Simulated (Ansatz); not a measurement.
Input and command of a calculation in Ansatz (plane waves; scalar-relativistic PAW potentials unless the input names others):

```yaml
crystal:
  lattice:
    - [0.0, 2.8750910496, 2.8750910496]
    - [2.8750910496, 0.0, 2.8750910496]
    - [2.8750910496, 2.8750910496, 0.0]
  atoms:
    - { symbol: Ga, position: [0.0, 0.0, 0.0] }
    - { symbol: As, position: [0.25, 0.25, 0.25] }
basis:
  ecutwfc: "600 eV"
kpoints:
  mp_grid: { grid: [8, 8, 8] }
hamiltonian:
  xc: r2scan
scf:
  occupations: { method: gaussian, width: 0.02 }
output:
  forces: true
  eigenvalues: true
  stress: true
relax:
  adjacent_minimum: "off"
  f_tol: 0.01
  max_steps: 80
  cell: { stress_tol: 0.05 }
```

```bash
ansatz run input.yaml --threads 1 --pin off --max-ram 3072MiB --backend cpu --events-out ev --progress --plain --runs-dir out
```

Abridged log:
```
Basis set: ecut = 600 eV, 1591 PW (Γ), exchange–correlation on 144×144×144 points (64 copies of the dense FFT grid, shifted against one another)
Bands: 18, of which v1, the nominal top of the filled ones, is band 14 counted from 1 (13 counted from 0)
Symmetry: 24 space group operations
k-points: 29 of 512 (time reversal used)
SCF iter   1: F=—  HF=-8655.729444 eV  |F-HF|=—  |Δ(HF+E_count)|=         —  Δρ=7.99e-3  dr2=1.13e-2  dr2_τ=3.67e-3  ethr=1.77e-3  ⟨swp⟩=6.0  Hψ=2465  notcnv=0
SCF iter   2: F=—  HF=-8655.736799 eV  |F-HF|=—  |Δ(HF+E_count)|=   7.35e-3  Δρ=1.69e-3  dr2=1.38e-3  dr2_τ=3.44e-5  ethr=4.03e-5  ⟨swp⟩=3.0  Hψ=1357  notcnv=0
SCF iter   3: F=—  HF=-8655.736536 eV  |F-HF|=—  |Δ(HF+E_count)|=   2.63e-4  Δρ=1.55e-3  dr2=4.25e-4  dr2_τ=3.75e-6  ethr=4.93e-6  ⟨swp⟩=2.0  Hψ=899  notcnv=0
SCF iter   4: F=—  HF=-8655.736727 eV  |F-HF|=—  |Δ(HF+E_count)|=   1.91e-4  Δρ=3.51e-4  dr2=3.91e-5  dr2_τ=5.71e-7  ethr=1.52e-6  ⟨swp⟩=2.8  Hψ=982  notcnv=0
SCF iter   5: F=—  HF=-8655.736719 eV  |F-HF|=—  |Δ(HF+E_count)|=   7.89e-6  Δρ=4.83e-5  dr2=9.10e-7  dr2_τ=1.39e-8  ethr=1.40e-7  ⟨swp⟩=2.0  Hψ=928  notcnv=0
SCF iter   6: F=-8655.736719 eV  HF=-8655.736719 eV  |F-HF|=1.30e-8  |Δ(HF+E_count)|=   2.50e-7  Δρ=9.99e-6  dr2=2.84e-8  dr2_τ=1.29e-9  ethr=3.57e-10  ⟨swp⟩=6.0  Hψ=2420  notcnv=0
SCF 1 converged in 6 iterations: F = -8655.736719 eV  dr2 = 2.84e-8
relax step   1: F+E_penalty+E_count = -8655.73671892 eV  Δ(F+E_penalty+E_count) = +0.000e0 eV  max|allowed force component| = 9.772e-17 eV/Å  Δτ_max = 0.0000 Å  P = -2.882 GPa  Ω = 47.532 Å³  (6 SCF iters, dr2 threshold 1.00e-7 eV, accepted)
Crystal: 2 atoms, lattice volume = 45.657 Å³
Basis set: ecut = 600 eV, 1471 PW (Γ), exchange–correlation on 144×144×144 points (64 copies of the dense FFT grid, shifted against one another)
Initial density: handed on by an earlier stage of this run
Initial wavefunctions: those handed on with the density
SCF iter   1: F=—  HF=-8655.742772 eV  |F-HF|=—  |Δ(HF+E_count)|=         —  Δρ=1.39e-3  dr2=1.33e-3  dr2_τ=2.92e-3  ethr=4.73e-6  ⟨swp⟩=1.7  Hψ=3082  notcnv=0
SCF iter   2: F=—  HF=-8655.755837 eV  |F-HF|=—  |Δ(HF+E_count)|=   1.31e-2  Δρ=1.00e-3  dr2=6.25e-4  dr2_τ=4.23e-6  ethr=4.73e-6  ⟨swp⟩=2.5  Hψ=925  notcnv=0
   ...
SCF iter   2: F=—  HF=-8655.755968 eV  |F-HF|=—  |Δ(HF+E_count)|=   1.40e-4  Δρ=1.04e-4  dr2=6.89e-6  dr2_τ=5.08e-8  ethr=5.13e-8  ⟨swp⟩=2.0  Hψ=783  notcnv=0
SCF iter   3: F=—  HF=-8655.755968 eV  |F-HF|=—  |Δ(HF+E_count)|=   5.42e-7  Δρ=4.59e-5  dr2=7.39e-7  dr2_τ=1.75e-8  ethr=2.46e-8  ⟨swp⟩=2.3  Hψ=727  notcnv=0
SCF iter   4: F=-8655.755968 eV  HF=-8655.755968 eV  |F-HF|=3.00e-8  |Δ(HF+E_count)|=   1.99e-7  Δρ=1.70e-5  dr2=9.40e-8  dr2_τ=1.93e-9  ethr=6.45e-10  ⟨swp⟩=5.4  Hψ=2425  notcnv=0
SCF 3 converged in 4 iterations: F = -8655.755968 eV  dr2 = 9.40e-8
relax step   3: F+E_penalty+E_count = -8655.75596781 eV  Δ(F+E_penalty+E_count) = -1.502e-4 eV  max|allowed force component| = 3.587e-17 eV/Å  Δτ_max = 0.0000 Å  P = +0.022 GPa  Ω = 45.473 Å³  energy of the carried Pulay correction = +8.276e-5 eV  (4 SCF iters, dr2 threshold 1.81e-7 eV, accepted)
Initial wavefunctions: pseudopotential atomic-orbital guess (no wavefunctions were taken with the density)
SCF iter   1: F=—  HF=-8655.755890 eV  |F-HF|=—  |Δ(HF+E_count)|=         —  Δρ=2.64e-5  dr2=1.44e-7  dr2_τ=4.41e-8  ethr=2.11e-7  ⟨swp⟩=3.0  Hψ=3740  notcnv=0
SCF iter   2: F=—  HF=-8655.755890 eV  |F-HF|=—  |Δ(HF+E_count)|=   3.14e-7  Δρ=1.00e-5  dr2=2.13e-8  dr2_τ=1.45e-9  ethr=5.16e-10  ⟨swp⟩=2.1  Hψ=913  notcnv=0
SCF iter   3: F=—  HF=-8655.755890 eV  |F-HF|=—  |Δ(HF+E_count)|=   3.94e-8  Δρ=3.73e-6  dr2=2.75e-9  dr2_τ=1.07e-10  ethr=7.59e-11  ⟨swp⟩=2.0  Hψ=783  notcnv=0
SCF iter   4: F=—  HF=-8655.755890 eV  |F-HF|=—  |Δ(HF+E_count)|=  8.68e-10  Δρ=6.36e-7  dr2=1.13e-10  dr2_τ=9.26e-12  ethr=9.84e-12  ⟨swp⟩=2.0  Hψ=783  notcnv=0
SCF iter   5: F=-8655.755890 eV  HF=-8655.755890 eV  |F-HF|=0.00e0  |Δ(HF+E_count)|=  1.40e-10  Δρ=1.28e-7  dr2=4.22e-12  dr2_τ=1.45e-13  ethr=1.00e-12  ⟨swp⟩=5.9  Hψ=2369  notcnv=0
SCF 4 converged in 5 iterations: F = -8655.755890 eV  dr2 = 4.22e-12
SCF converged after 5 iterations
Free energy (F): -8655.755890 eV
Harris-Foulkes:  -8655.755890 eV  (|F-HF|=0.00e0)
Internal energy: -8655.755890 eV  (E = F + TS)
E sigma→0 (E₀):  -8655.755890 eV
Fermi energy:    8.331697 eV
--- Forces (eV/Å), atoms counted from 1 ---
  atom   1  Ga     0.00000000     0.00000000     0.00000000
  atom   2  As     0.00000000     0.00000000     0.00000000
--- Stress (GPa, compression-positive) ---
        0.021193       0.000000       0.000000
        0.000000       0.021193       0.000000
        0.000000       0.000000       0.021193
  P = ⅓ Tr σ = 0.0212 GPa (0.212 kbar)
--- Relaxed structure (3 steps of the walk, 3 accepted, 1 SCFs on fresh bases) ---
  F+E_penalty+E_count = -8655.75589039 eV   max|allowed force component| = 4.104e-17 eV/Å   (the final SCF, on the basis selected at the relaxed cell)
  cell:  # Å, volume = 45.4728 Å³
    - [0.0, 2.83296147, 2.83296147]
    - [2.83296147, 0.0, 2.83296147]
    - [2.83296147, 2.83296147, 0.0]
  atoms:
    - { symbol: Ga, position: [0.0, 0.0, 0.0] }
    - { symbol: As, position: [0.25, 0.25, 0.25] }
```

Apart from outputs and empty bands, the input differs from a reference run on usual settings in basis.ecutwfc: 500 → "600 eV". The reference, at the same start, ended its own course with a relaxed volume of 22.74 Å³/atom, pressure 0.01 GPa, largest force 0.000 eV/Å, gap on the mesh 0.96 eV. This run converged in 21 SCF iterations over all its steps (reference: 22) with an energy at zero smearing 0.73 meV/atom below the reference's, a relaxed volume of 22.74 Å³/atom, pressure 0.02 GPa, largest force 0.000 eV/Å, gap on the mesh 0.96 eV.

It took 31 s on 1 thread of Arm Neoverse V2, on a shared host, peak memory 0.56 GiB.